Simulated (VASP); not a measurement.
The system is Si.

```
Si
1.0
    -2.37137    2.37137    1.32927
     2.37137   -2.37137    1.32927
     2.37137    2.37137   -1.32927
Si
2
Direct
  0.50000 0.50000 0.00000
  0.25000 0.75000 0.50000
```

This isn't the form of Si at room conditions, which is diamond.

```yaml
Program: VASP 6.6.1
Task: single point
Functional: PBE
Potentials_or_basis: VASP PAW PBE potentials, release 64 (Si)
Cutoff: 520 eV
k_mesh: 11 × 11 × 11
Occupations: fermi-dirac, width 0.05 eV
Spin: no spin polarisation
```

On this cell: pressure 3.1 GPa; largest force under 0.003 eV/Å; band gap on the k mesh none (metal or under the smearing width).

The same run follows on a disturbed copy (atoms moved at random, drawn with an rms of 0.05 Å):

```
CELL_PARAMETERS angstrom
-2.37137 2.37137 1.32927
2.37137 -2.37137 1.32927
2.37137 2.37137 -1.32927
ATOMIC_POSITIONS crystal
Si 0.50062 0.50499 0.99094
Si 0.25566 0.75901 0.49494
```

Q: What does the disturbed cell give?

A: The energy (extrapolated to zero smearing) moves by +0.3 meV/atom; pressure 3.2 GPa; largest force 0.079 eV/Å; band gap on the k mesh none (metal or under the smearing width).

Forces on the atoms (eV/Å):
```
Si   0.041  0.067  0.005
Si  -0.041 -0.067 -0.005
```

Stress tensor (GPa, compression positive):
```
 3.83 -0.02  0.03
-0.02  3.61 -0.04
 0.03 -0.04  2.04
```
